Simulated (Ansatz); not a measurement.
# Structure relaxation of Te

Computed with Ansatz 0.2.0, DFT r2SCAN, scalar-relativistic, plane waves, PAW. Cutoff 500 eV, Γ-centred k mesh, Gaussian smearing, no spin polarisation in the final step.

The start puts Te on the alpha-boron structure type (R-3m, No. 166), at a guessed volume.

```
Te
1.0
     4.16238    2.40315    7.09854
    -4.16238    2.40315    7.09854
     0.00000   -4.80630    7.09854
Te
12
Cartesian
  -2.6782 1.5462 4.7843
  0.0000 -3.0925 4.7843
  2.6782 1.5462 4.7843
  2.6782 -1.5462 16.5113
  -2.6782 -1.5462 16.5113
  0.0000 3.0925 16.5113
  -1.7042 0.9839 7.6164
  0.0000 -1.9678 7.6164
  1.7042 0.9839 7.6164
  1.7042 -0.9839 13.6792
  -1.7042 -0.9839 13.6792
  0.0000 1.9678 13.6792
```

Steps on the 3×3×3 mesh (12 atoms). 12 of 15 steps are shown, and the free energy counts from the last. Trial steps that were taken back and renewals of the plane-wave basis can be among the rows.

```
step  ΔF (meV/atom) V (Å³/atom) P (GPa) largest force component (eV/Å)
   1          640.2        35.50     8.25                           2.070
   2          281.7        39.43     1.41                           0.947
   4          115.0        40.58     0.13                           0.326
   5           77.5        40.59    -0.70                           0.454
   6           60.8        39.94    -0.70                           0.329
   7           41.7        39.17    -0.25                           0.142
   9           20.6        36.27     0.64                           0.524
  10           14.2        36.07     1.37                           0.468
  11           22.2        36.41     2.02                           0.530
  12           12.1        37.67    -0.87                           0.457
  14            0.2        36.99     0.09                           0.034
  15            0.0        36.99     0.09                           0.034
```

Steps on the 6×6×6 mesh (12 atoms). 4 of 4 steps are shown, and the free energy counts from the last.

```
step  ΔF (meV/atom) V (Å³/atom) P (GPa) largest force component (eV/Å)
   1            3.3        36.99    -0.03                           0.135
   2            4.0        36.82    -0.14                           0.164
   3            0.0        36.86    -0.03                           0.009
   4            0.0        36.86    -0.03                           0.009
```

A final relaxation ran on a 6×6×6 mesh. The relaxed crystal, R-3m (No. 166):

Space group R-3m:H (No. 166). a = 8.635 Å, b = 8.635 Å, c = 20.550 Å, α = 90.00°, β = 90.00°, γ = 120.00°
| atom | site | symmetry | x | y | z |
| --- | --- | --- | --- | --- | --- |
| Te | 18h | .m | 0.1718 | 0.8282 | 0.9041 |
| Te | 18h | .m | 0.2115 | 0.7885 | 0.0748 |

For Te, the volume per atom is 36.86 Å³. The density is 5.75 g/cm³ and the energy over the standard structure is 0.18 eV/atom. The gap on the 6×6×6 mesh is 0 eV (a metal).

Energies count from the standard state of Te at the same level.

The final run used a 6×6×6 mesh on its 12-atom cell and 0.10 eV smearing. The k mesh leaves about 4 meV/atom of noise in metals. Spin–orbit coupling is left out.

Symmetry constrained the relaxation, so the result can be a saddle point.